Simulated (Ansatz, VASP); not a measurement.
# Si3Ge in two plane-wave programs

Wanted: the spread between two codes on one cell, functional and k mesh. The cell is invented: As first built, before any earlier steps moved the atoms: ordered cell of the SiGe line on the Si structure. It may not be a known or stable phase. The cell comes out of the VASP series on this material, whose earlier steps may have relaxed, scaled or displaced it; both programs get it as it stands.

Calculated with Ansatz 0.2.0; plane waves, with VASP 6.6.1 beside it; zone-centre phonons at LDA.

## 1. Starting point

The structure is tetragonal, space group P-4m2 (No. 115). The conventional cell has a = 3.854 Å, b = 3.854 Å, c = 5.448 Å, α = 90.00°, β = 90.00°, γ = 90.00°. Nearest to Ge lie 4 Si at 2.38 Å. Nearest to Si lie 2 Si at 2.34 Å and 2 Ge at 2.38 Å. Si has 4 Si at 2.34 Å nearest. As first built, before any earlier steps moved the atoms: ordered cell of the SiGe line on the Si structure. Farther neighbours are not listed.

As a file:

```xyz
8
Lattice="5.4478 0.0000 0.0000 0.0000 5.4506 0.0000 0.0000 0.0000 5.4506" Properties=species:S:1:pos:R:3 pbc="T T T"
Ge    2.7239    0.0000    2.7253
Ge    2.7239    2.7253    0.0000
Si    1.3357    1.3626    1.3626
Si    1.3357    4.0879    4.0879
Si    0.0000    0.0000    0.0000
Si    4.1121    1.3626    4.0879
Si    0.0000    2.7253    2.7253
Si    4.1121    4.0879    1.3626
```

## 2. VASP: zone-centre phonons, LDA

Second derivatives magnify differences that forces hide, and they need a tight electronic threshold.

Lines of VASP's logs that name or quote its potential files are left out, and so is its time.

INCAR

```
SYSTEM = Si3Ge
PREC = Accurate
ENCUT = 500
EDIFF = 1E-08
NELM = 100
ISMEAR = 0
SIGMA = 0.03
LREAL = .FALSE.
ALGO = Normal
GGA = CA
NBANDS = 34
LORBIT = 11
LWAVE = .FALSE.
LCHARG = .FALSE.
KPAR = 8
IBRION = 6
NFREE = 2
POTIM = 0.015
NSW = 1
ISIF = 2
```

POSCAR

```
Si3Ge
1.0
    5.4477941127      0.0000000000      0.0000000000
    0.0000000000      5.4505645746      0.0000000000
    0.0000000000      0.0000000000      5.4505645746
Ge Si
2 6
Direct
    0.5000000000      0.0000000000      0.5000000000
    0.5000000000      0.5000000000      0.0000000000
    0.2451727870      0.2500000000      0.2500000000
    0.2451727870      0.7500000000      0.7500000000
    0.0000000000      0.0000000000      0.0000000000
    0.7548272130      0.2500000000      0.7500000000
    0.0000000000      0.5000000000      0.5000000000
    0.7548272130      0.7500000000      0.2500000000
```

KPOINTS

```
Automatic mesh
0
Gamma
4 4 4
0 0 0
```

Potentials, in the order of the species: Ge_d and Si (LDA family, release 64).

Command:

```console
mpirun -np 16 vasp_std
```

Numbers of over 12 decimals in the logs are rounded to 6 here.

Log:

```text
[banner, memory and clock lines left out]
running   16 mpi-ranks, on    1 nodes
 distrk:  each k-point on    2 cores,    8 groups
 distr:  one band on    1 cores,    2 groups

 POSCAR found type information on POSCAR GeSi
 POSCAR found :  2 types and       8 ions
|                                                                             |
|           W    W    AA    RRRRR   N    N  II  N    N   GGGG   !!!           |
|           W    W   A  A   R    R  NN   N  II  NN   N  G    G  !!!           |
|           W    W  A    A  R    R  N N  N  II  N N  N  G       !!!           |
|           W WW W  AAAAAA  RRRRR   N  N N  II  N  N N  G  GGG   !            |
|           WW  WW  A    A  R   R   N   NN  II  N   NN  G    G                |
|           W    W  A    A  R    R  N    N  II  N    N   GGGG   !!!           |
|                                                                             |
|     For optimal performance we recommend to set                             |
|       NCORE = 2 up to number-of-cores-per-socket                            |
|     NCORE specifies how many cores store one orbital (NPAR=cpu/NCORE).      |
|     This setting can greatly improve the performance of VASP for DFT.       |
|     The default, NCORE=1 might be grossly inefficient on modern             |
|     multi-core architectures or massively parallel machines. Do your        |
|     Unfortunately you need to use the default for GW and RPA                |
|     calculations (for HF NCORE is supported but not extensively tested      |
|     yet).                                                                   |
|                                                                             |

 LDA part: xc-table for (Slater(with rela. corr.)+CA(PZ))
 , standard interpolation
 POSCAR, INCAR and KPOINTS ok, starting setup
 FFT: planning ... GRIDC
 FFT: planning ... GRID_SOFT
 FFT: planning ... GRID
 WAVECAR not read
 entering main loop
       N       E                     dE             d eps       ncg     rms          rms(c)
DAV:   1     0.398725693589E+03    0.39873E+03   -0.22904E+04  1516   0.241E+03
DAV:   2     0.248667577494E+02   -0.37386E+03   -0.35839E+03  1248   0.686E+02
DAV:   3    -0.433019004625E+02   -0.68169E+02   -0.66471E+02  1418   0.158E+02
DAV:   4    -0.469791636927E+02   -0.36773E+01   -0.36615E+01  1518   0.426E+01
DAV:   5    -0.470745710292E+02   -0.95407E-01   -0.95327E-01  1610   0.733E+00    0.944E+00
DAV:   6    -0.463893944594E+02    0.68518E+00   -0.37133E-01  1482   0.274E+00    0.559E+00
DAV:   7    -0.460719343095E+02    0.31746E+00   -0.65096E-01  1432   0.320E+00    0.414E-01
DAV:   8    -0.460735566921E+02   -0.16224E-02   -0.52297E-02  1542   0.172E+00    0.223E-01
DAV:   9    -0.460738779087E+02   -0.32122E-03   -0.28432E-03  1532   0.336E-01    0.115E-01
DAV:  10    -0.460739261430E+02   -0.48234E-04   -0.37114E-04  1524   0.106E-01    0.507E-02
DAV:  11    -0.460739234448E+02    0.26982E-05   -0.34079E-05  1568   0.313E-02    0.102E-02
DAV:  12    -0.460739207857E+02    0.26591E-05   -0.11160E-05  1608   0.190E-02    0.517E-03
DAV:  13    -0.460739207817E+02    0.39618E-08   -0.10104E-06  1512   0.560E-03    0.281E-03
DAV:  14    -0.460739207518E+02    0.29936E-07   -0.13722E-07  1408   0.157E-03    0.114E-03
DAV:  15    -0.460739207480E+02    0.38035E-08   -0.12735E-08   974   0.106E-03
   1 F= -.46073921E+02 E0= -.46073921E+02  d E =-.120107E-08
[... from here on, the cycles between the ionic steps are left out ...]
   2 F= -.46072467E+02 E0= -.46072467E+02  d E =-.800666E-08
   5 F= -.46072507E+02 E0= -.46072507E+02  d E =-.155010E-08
   6 F= -.46072417E+02 E0= -.46072417E+02  d E =-.684417E-09
   7 F= -.46072433E+02 E0= -.46072433E+02  d E =-.568474E-07
   8 F= -.46072419E+02 E0= -.46072419E+02  d E =-.188128E-08
   9 F= -.46072419E+02 E0= -.46072419E+02  d E =-.188178E-08
  10 F= -.46072430E+02 E0= -.46072430E+02  d E =-.611035E-08
  11 F= -.46072430E+02 E0= -.46072430E+02  d E =-.611039E-08
  12 F= -.46072399E+02 E0= -.46072399E+02  d E =-.182313E-08
 Finite differences progress:
  Degree of freedom:   6/  6
  Displacement:        1/  2
  Total:              11/ 12
 bond charge predicted
       N       E                     dE             d eps       ncg     rms          rms(c)
DAV:   1    -0.460718611541E+02    0.53761E-03   -0.15358E-01  2192   0.121E+00    0.215E-01
DAV:   2    -0.460725105106E+02   -0.64936E-03   -0.87852E-03  2828   0.378E-01    0.787E-02
DAV:   3    -0.460724070076E+02    0.10350E-03   -0.38061E-04  2588   0.971E-02    0.363E-02
DAV:   4    -0.460723994351E+02    0.75725E-05   -0.89821E-05  2768   0.352E-02    0.147E-02
DAV:   5    -0.460723989517E+02    0.48346E-06   -0.54933E-06  2436   0.136E-02    0.646E-03
DAV:   6    -0.460723987568E+02    0.19489E-06   -0.86489E-07  2564   0.617E-03    0.260E-03
DAV:   7    -0.460723987514E+02    0.54079E-08   -0.24041E-07  2282   0.369E-03    0.437E-04
DAV:   8    -0.460723987506E+02    0.78762E-09   -0.18736E-08  1668   0.179E-03
  13 F= -.46072399E+02 E0= -.46072399E+02  d E =-.182298E-08
 Finite differences progress:
  Degree of freedom:   6/  6
  Displacement:        2/  2
  Total:              12/ 12
```

Parts of OUTCAR (step 2):

```text
ion  position               nearest neighbor table
   1  0.500  0.000  0.500-   3 2.38   4 2.38   6 2.38   8 2.38
   2  0.500  0.500  0.000-   3 2.38   4 2.38   6 2.38   8 2.38
   3  0.245  0.250  0.250-   5 2.34   7 2.34   1 2.38   2 2.38
   4  0.245  0.750  0.750-   5 2.34   7 2.34   1 2.38   2 2.38
   5  0.000  0.000  0.000-   3 2.34   4 2.34   6 2.34   8 2.34
   6  0.755  0.250  0.750-   5 2.34   7 2.34   1 2.38   2 2.38
   7  0.000  0.500  0.500-   3 2.34   4 2.34   6 2.34   8 2.34
   8  0.755  0.750  0.250-   5 2.34   7 2.34   1 2.38   2 2.38

  LATTYP: Found a simple tetragonal cell.
 ALAT       =     5.4505645746
 C/A-ratio  =     0.9994917110

 Subroutine GETGRP returns: Found  8 space group operations
 (whereof  8 operations were pure point group operations)

The static configuration has the point symmetry D_2d.

 Found     18 irreducible k-points:

   k-points           NKPTS =     18   k-points in BZ     NKDIM =     18   number of bands    NBANDS=     34

   dimension x,y,z NGX =    40 NGY =   40 NGZ =   40
   dimension x,y,z NGXF=    80 NGYF=   80 NGZF=   80

   ENCUT  =  500.0 eV  36.75 Ry    6.06 a.u.   9.93  9.94  9.94*2*pi/ulx,y,z

   NELECT =      52.0000    total number of electrons

 k-points in reciprocal lattice and weights: Automatic mesh
   0.00000000  0.00000000  0.00000000       0.016
   0.25000000  0.00000000  0.00000000       0.031
   0.50000000  0.00000000  0.00000000       0.016
   0.00000000  0.25000000  0.00000000       0.062
   0.25000000  0.25000000  0.00000000       0.125
   0.50000000  0.25000000  0.00000000       0.062
   0.00000000  0.50000000  0.00000000       0.031
   0.25000000  0.50000000  0.00000000       0.062
   0.50000000  0.50000000  0.00000000       0.031
[...]
0.25000000  0.50000000  0.50000000       0.031
   0.50000000  0.50000000  0.50000000       0.016

 average (electrostatic) potential at core
       1 -73.9669       2 -73.9668       3 -85.1880       4 -85.1904       5 -85.0727
       6 -85.1880       7 -85.0726       8 -85.1904

 E-fermi :   5.8248

 k-point     1 :       0.0000    0.0000    0.0000
  band No.  band energies     occupation
    ...
     22       2.7336      2.00000
     23       2.7697      2.00000
     24       5.6472      2.00000
     25       5.7115      2.00000
     26       5.7176      2.00000
     27       5.9312      0.00000
     28       6.2096      0.00000
     29       6.3731      0.00000
     30       6.3851      0.00000
     31       6.4198      0.00000
    ...

 k-point     2 :       0.2500    0.0000    0.0000
  band No.  band energies     occupation
    ...
     22       2.9725      2.00000
     23       2.9726      2.00000
     24       4.1775      2.00000
     25       4.8613      2.00000
     26       4.8616      2.00000
     27       6.1591      0.00000
     28       7.0908      0.00000
     29       7.3132      0.00000
     30       7.6671      0.00000
     31       7.6685      0.00000
    ...

 k-point     3 :       0.5000    0.0000    0.0000
  band No.  band energies     occupation
    ...
     22       2.1431      2.00000
     23       3.6165      2.00000
     24       3.6165      2.00000
     25       3.8342      2.00000
     26       3.8342      2.00000
     27       6.5245      0.00000
     28       6.8477      0.00000
     29       8.7125      0.00000
     30       8.8244      0.00000
     31       9.8130      0.00000
    ...

  FREE ENERGIE OF THE ION-ELECTRON SYSTEM (eV)
  ---------------------------------------------------
  free  energy   TOTEN  =       -46.0723987506 eV

  energy  without entropy=      -46.0723987488  energy(sigma->0) =      -46.07239875

 Eigenvectors and eigenvalues of the dynamical matrix
 ----------------------------------------------------

   1 f  =   14.739069 THz    92.608305 2PiTHz  491.642436 cm-1    60.955866 meV
             X         Y         Z           dx          dy          dz
      2.723897  0.000000  2.725282     0.000000    0.039490   -0.073493
      2.723897  2.725282  0.000000    -0.000000    0.039490   -0.073493
      1.335651  1.362641  1.362641    -0.000000    0.001332    0.194982
      1.335651  4.087923  4.087923    -0.000000    0.001332    0.194982
      0.000000  0.000000  0.000000     0.000000    0.232160   -0.432068
      4.112143  1.362641  4.087923    -0.000000   -0.297004    0.355285
      0.000000  2.725282  2.725282     0.000000    0.232160   -0.432068
      4.112143  4.087923  1.362641    -0.000000   -0.297004    0.355285

   2 f  =   14.739069 THz    92.608305 2PiTHz  491.642436 cm-1    60.955866 meV
             X         Y         Z           dx          dy          dz
      2.723897  0.000000  2.725282    -0.000000    0.073493    0.039490
      2.723897  2.725282  0.000000    -0.000000    0.073493    0.039490
      1.335651  1.362641  1.362641     0.000000   -0.355285   -0.297004
      1.335651  4.087923  4.087923     0.000000   -0.355285   -0.297004
      0.000000  0.000000  0.000000    -0.000000    0.432068    0.232160
      4.112143  1.362641  4.087923     0.000000   -0.194982    0.001332
      0.000000  2.725282  2.725282    -0.000000    0.432068    0.232160
      4.112143  4.087923  1.362641     0.000000   -0.194982    0.001332

   3 f  =   14.477897 THz    90.967309 2PiTHz  482.930657 cm-1    59.875743 meV
             X         Y         Z           dx          dy          dz
      2.723897  0.000000  2.725282    -0.122302    0.000000   -0.000000
      2.723897  2.725282  0.000000    -0.122302   -0.000000    0.000000
      1.335651  1.362641  1.362641     0.346057    0.000000    0.000000
      1.335651  4.087923  4.087923     0.346057    0.000000   -0.000000
      0.000000  0.000000  0.000000    -0.495512   -0.000000    0.000000
      4.112143  1.362641  4.087923     0.346057   -0.000000    0.000000
      0.000000  2.725282  2.725282    -0.495512    0.000000   -0.000000
      4.112143  4.087923  1.362641     0.346057   -0.000000    0.000000

   4 f  =   13.588483 THz    85.378954 2PiTHz  453.262991 cm-1    56.197423 meV
             X         Y         Z           dx          dy          dz
      2.723897  0.000000  2.725282     0.000000    0.000000   -0.000000
      2.723897  2.725282  0.000000    -0.000000   -0.000000    0.000000
      1.335651  1.362641  1.362641     0.000000    0.251656    0.251656
      1.335651  4.087923  4.087923    -0.000000   -0.251656   -0.251656
      0.000000  0.000000  0.000000    -0.496666   -0.000000   -0.000000
      4.112143  1.362641  4.087923    -0.000000   -0.251656    0.251656
      0.000000  2.725282  2.725282     0.496666    0.000000    0.000000
      4.112143  4.087923  1.362641     0.000000    0.251656   -0.251656

   5 f  =   13.272236 THz    83.391918 2PiTHz  442.714141 cm-1    54.889533 meV
             X         Y         Z           dx          dy          dz
      2.723897  0.000000  2.725282     0.000000    0.077365   -0.011765
      2.723897  2.725282  0.000000    -0.000000   -0.077365    0.011765
      1.335651  1.362641  1.362641     0.374395   -0.000000   -0.000000
      1.335651  4.087923  4.087923    -0.374395    0.000000    0.000000
      0.000000  0.000000  0.000000     0.000000   -0.521052   -0.079238
      4.112143  1.362641  4.087923    -0.275555    0.000000   -0.000000
      0.000000  2.725282  2.725282    -0.000000    0.521052    0.079238
      4.112143  4.087923  1.362641     0.275555   -0.000000    0.000000

   6 f  =   13.272236 THz    83.391918 2PiTHz  442.714141 cm-1    54.889533 meV
             X         Y         Z           dx          dy          dz
      2.723897  0.000000  2.725282     0.000000   -0.011765   -0.077365
      2.723897  2.725282  0.000000    -0.000000    0.011765    0.077365
      1.335651  1.362641  1.362641     0.275555   -0.000000   -0.000000
      1.335651  4.087923  4.087923    -0.275555    0.000000    0.000000
      0.000000  0.000000  0.000000    -0.000000    0.079238   -0.521052
      4.112143  1.362641  4.087923     0.374395   -0.000000    0.000000
      0.000000  2.725282  2.725282    -0.000000   -0.079238    0.521052
      4.112143  4.087923  1.362641    -0.374395    0.000000   -0.000000

   7 f  =   12.219041 THz    76.774499 2PiTHz  407.583335 cm-1    50.533870 meV
             X         Y         Z           dx          dy          dz
      2.723897  0.000000  2.725282    -0.000000   -0.000000   -0.000000
      2.723897  2.725282  0.000000     0.000000   -0.000000   -0.000000
      1.335651  1.362641  1.362641    -0.000000   -0.353553   -0.353553
      1.335651  4.087923  4.087923     0.000000    0.353553    0.353553
      0.000000  0.000000  0.000000     0.000000    0.000000    0.000000
      4.112143  1.362641  4.087923     0.000000   -0.353553    0.353553
      0.000000  2.725282  2.725282    -0.000000   -0.000000   -0.000000
      4.112143  4.087923  1.362641     0.000000    0.353553   -0.353553

   8 f  =   12.123613 THz    76.174906 2PiTHz  404.400196 cm-1    50.139211 meV
             X         Y         Z           dx          dy          dz
      2.723897  0.000000  2.725282     0.000000    0.000000   -0.000000
      2.723897  2.725282  0.000000    -0.000000   -0.000000   -0.000000
      1.335651  1.362641  1.362641    -0.500000   -0.000000    0.000000
      1.335651  4.087923  4.087923    -0.500000    0.000000   -0.000000
      0.000000  0.000000  0.000000     0.000000   -0.000000    0.000000
      4.112143  1.362641  4.087923     0.500000   -0.000000   -0.000000
      0.000000  2.725282  2.725282     0.000000    0.000000   -0.000000
      4.112143  4.087923  1.362641     0.500000    0.000000    0.000000

   9 f  =   12.070668 THz    75.842246 2PiTHz  402.634155 cm-1    49.920250 meV
             X         Y         Z           dx          dy          dz
      2.723897  0.000000  2.725282    -0.000000    0.000000    0.000000
      2.723897  2.725282  0.000000     0.000000    0.000000    0.000000
      1.335651  1.362641  1.362641    -0.000000    0.353553   -0.353553
      1.335651  4.087923  4.087923    -0.000000   -0.353553    0.353553
      0.000000  0.000000  0.000000     0.000000   -0.000000   -0.000000
      4.112143  1.362641  4.087923     0.000000    0.353553    0.353553
      0.000000  2.725282  2.725282    -0.000000   -0.000000   -0.000000
      4.112143  4.087923  1.362641     0.000000   -0.353553   -0.353553

  10 f  =   11.711188 THz    73.583564 2PiTHz  390.643182 cm-1    48.433560 meV
             X         Y         Z           dx          dy          dz
      2.723897  0.000000  2.725282    -0.000000   -0.291186   -0.191120
      2.723897  2.725282  0.000000     0.000000   -0.291186   -0.191120
      1.335651  1.362641  1.362641     0.000000   -0.007121   -0.177263
      1.335651  4.087923  4.087923     0.000000   -0.007121   -0.177263
      0.000000  0.000000  0.000000     0.000000    0.084553    0.055496
      4.112143  1.362641  4.087923     0.000000    0.390903    0.429158
      0.000000  2.725282  2.725282    -0.000000    0.084553    0.055496
      4.112143  4.087923  1.362641    -0.000000    0.390903    0.429158

  11 f  =   11.711188 THz    73.583564 2PiTHz  390.643182 cm-1    48.433560 meV
             X         Y         Z           dx          dy          dz
      2.723897  0.000000  2.725282    -0.000000    0.191120   -0.291186
      2.723897  2.725282  0.000000     0.000000    0.191120   -0.291186
      1.335651  1.362641  1.362641    -0.000000   -0.429158    0.390903
      1.335651  4.087923  4.087923     0.000000   -0.429158    0.390903
    [... 144 further lines ...]
      4.112143  1.362641  4.087923     0.000000   -0.222130    0.199728
      0.000000  2.725282  2.725282     0.000000   -0.222104    0.199751
      4.112143  4.087923  1.362641     0.000000   -0.222130    0.199728

 ELASTIC MODULI CONTR FROM IONIC RELAXATION (kBar)
 Direction    XX          YY          ZZ          XY          YZ          ZX
 --------------------------------------------------------------------------------
 XX          -0.4471      0.4530      0.4530      0.0000      0.0000      0.0000
 YY           0.4530     -0.4590     -0.4590     -0.0000     -0.0000      0.0000
 ZZ           0.4530     -0.4590     -0.4590     -0.0000     -0.0000      0.0000
 XY           0.0000     -0.0000     -0.0000   -278.5071      0.0000      0.0000
 YZ           0.0000     -0.0000     -0.0000      0.0000   -278.9950     -0.0000
 ZX          -0.0000      0.0000      0.0000      0.0000     -0.0000   -278.5071
 --------------------------------------------------------------------------------

 total charge
# of ion       s       p       d       tot
------------------------------------------
    1        1.121   1.391  10.031  12.544
    2        1.121   1.391  10.031  12.544
    3        0.762   0.934   0.000   1.695
    4        0.762   0.934   0.000   1.695
    5        0.758   0.954   0.000   1.712
    6        0.762   0.934   0.000   1.695
    7        0.758   0.954   0.000   1.712
    8        0.762   0.934   0.000   1.695
--------------------------------------------------
tot          6.805   8.424  20.063  35.292

[... 3 further parts left out ...]
```

CONTCAR:

```
Si3Ge
   1.00000000000000
     5.4477941126999996    0.0000000000000000    0.0000000000000000
     0.0000000000000000    5.4505645746000004    0.0000000000000000
     0.0000000000000000    0.0000000000000000    5.4505645746000004
  Ge              Si
     2     6
Direct
     0.5000000000000000    0.0000000000000000    0.5000000000000000
     0.5000000000000000    0.5000000000000000    0.0000000000000000
     0.2451727870000013    0.2500000000000000    0.2500000000000000
     0.2451727870000013    0.7500000000000000    0.7500000000000000
     0.0000000000000000   -0.0027520084928268    0.0000000000000000
     0.7548272129999987    0.2500000000000000    0.7500000000000000
     0.0000000000000000    0.5000000000000000    0.5000000000000000
     0.7548272129999987    0.7500000000000000    0.2500000000000000
```

(Part 1 of 2 ends here.)

[Lines on the potential files, build, host, timing and source positions are cut from VASP's logs without a mark.]

[Logs are printed without paths, hosts, clocks, repeated set-up lines and the standing remarks that a program may print on its own settings, such as how far it seeks lower states.]

[Hosts, paths, dates, database ids (printed as entryN), source tags and the programs' standing remarks are cut or masked in the printed files.]
